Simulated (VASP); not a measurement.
# Settings for BeTe: projections on local functions

BeTe, F-43m (no. 216), 2 atoms in the cell. PBE, projections on local functions; PAW potentials Te, Be (PBE set). VASP 6.6.1.

Wanted: filling of the local functions (per spin) within 0.005.

POSCAR:
```
BeTe
1.0
    0.0000000000      2.7700000000      2.7700000000
    2.7700000000      0.0000000000      2.7700000000
    2.7700000000      2.7700000000      0.0000000000
Te Be
1 1
Direct
    0.7500000000      0.7500000000      0.7500000000
    0.0000000000      0.0000000000      0.0000000000
```

The series start from Cutoff ENCUT (eV): 500; k mesh: 6 × 6 × 6. Each series keeps the choices made before it, and each single choice may use up half of a tolerance. Times cover all steps of a run.

## Cutoff ENCUT (eV)

| Cutoff ENCUT (eV) | Filling of the local functions (per spin), largest deviation | Time (s) |
|---|---|---|
| 300 | 0.0232 | 6.6 |
| 400 | 0.0111 | 9.2 |
| 500 | 0.0086 | 10 |
| 700 (reference) | 0.0000 | 14 |

## k mesh

| k mesh | Filling of the local functions (per spin), largest deviation | Time (s) |
|---|---|---|
| 4 × 4 × 4 | 0.0055 | 9.6 |
| 6 × 6 × 6 | 0.0007 | 14 |
| 9 × 9 × 9 (reference) | 0.0000 | 23 |

## Question

The rows run from the loosest to the tightest. For each series: choose the loosest value from which every tighter one stays within half of the tolerance.

## Answer

- Cutoff ENCUT (eV): 700, the tightest run, since the next looser one is off by more than half of the tolerance (convergence isn't shown beyond it)
- k mesh: 6 × 6 × 6

## All choices together

| Input | Filling of the local functions (per spin), largest deviation | Time (s) |
|---|---|---|
| program defaults, k points 0.5 per Å apart (naive) | 0.0368 | 3.0 |
| chosen settings | 0.0007 | 14 |
| reference settings throughout | 0.0000 | 23 |

The chosen settings stay within the tolerance of the reference run, but the reference itself isn't shown to be converged in: Cutoff ENCUT (eV).

Values of the reference run: Filling of the local functions (per spin): 0.916, 0.5687, 0.5687, 0.5687, 0.5322, 0.2629, 0.2629, 0.2629.

## The input

INCAR.step1:
```
SYSTEM = BeTe
PREC = Accurate
ENCUT = 700
EDIFF = 1E-6
ISMEAR = 0
SIGMA = 0.02
LASPH = .True.
LREAL = .False.
ALGO = Normal
NELM = 120
LWAVE = .True.
LCHARG = .False.
NBANDS = 15
KPAR = 2
GGA = PE
```

INCAR.step2:
```
ALGO = None
EDIFF = 1E-6
ENCUT = 700
GGA = PE
ISMEAR = 0
ISTART = 1
LASPH = T
LCHARG = F
LOCPROJ = "1 : s : Pr
1 : p : Pr
2 : s : Pr
2 : p : Pr"
LREAL = F
LWAVE = F
NBANDS = 15
NELM = 1
PREC = Accurate
SIGMA = 0.02
```

INCAR.step3:
```
ALGO = None
EDIFF = 1E-6
ENCUT = 700
GGA = PE
ISMEAR = 0
ISTART = 1
LASPH = T
LCHARG = F
LOCPROJ = "1 : s : Hy 1 2.0
1 : p : Hy 1 2.0
2 : s : Hy 1 2.0
2 : p : Hy 1 2.0"
LREAL = F
LWAVE = F
NBANDS = 15
NELM = 1
PREC = Accurate
SIGMA = 0.02
```

KPOINTS:
```
Automatic mesh
0
Gamma
  6 6 6
  0 0 0
```

Commands (each step's output is kept before the next begins):
```
cat potpaw_PBE.64/Te/POTCAR potpaw_PBE.64/Be/POTCAR > POTCAR
cp INCAR.step1 INCAR
mpirun -np 2 vasp_std > vasp.out
cp INCAR.step2 INCAR
mpirun -np 1 vasp_std > vasp.out
cp INCAR.step3 INCAR
mpirun -np 1 vasp_std > vasp.out
```

Limits: VASP refuses the step with PAW projectors here (LPRJ_READER: function: 6 no state with L=1 on species Be), and the others go on without it; the functions aren't orthogonal, so the fillings don't add up to the electrons.

The chosen input took VASP 6.6.1 14 s on 2 cores (Intel Xeon Platinum 8488C (Sapphire Rapids)), a shared host.

## An input that fails: hybrid orbitals asked of PAW projectors

VASP's message: LPRJ_READER ERROR: function: 1 is not a simple spherical harmonic L= -3.

Changes against the starting input:
```
(step 2)
- LOCPROJ = "1 : s : Pr
1 : p : Pr
2 : s : Pr
2 : p : Pr"
+ LOCPROJ = 1 : sp3 : Pr
```
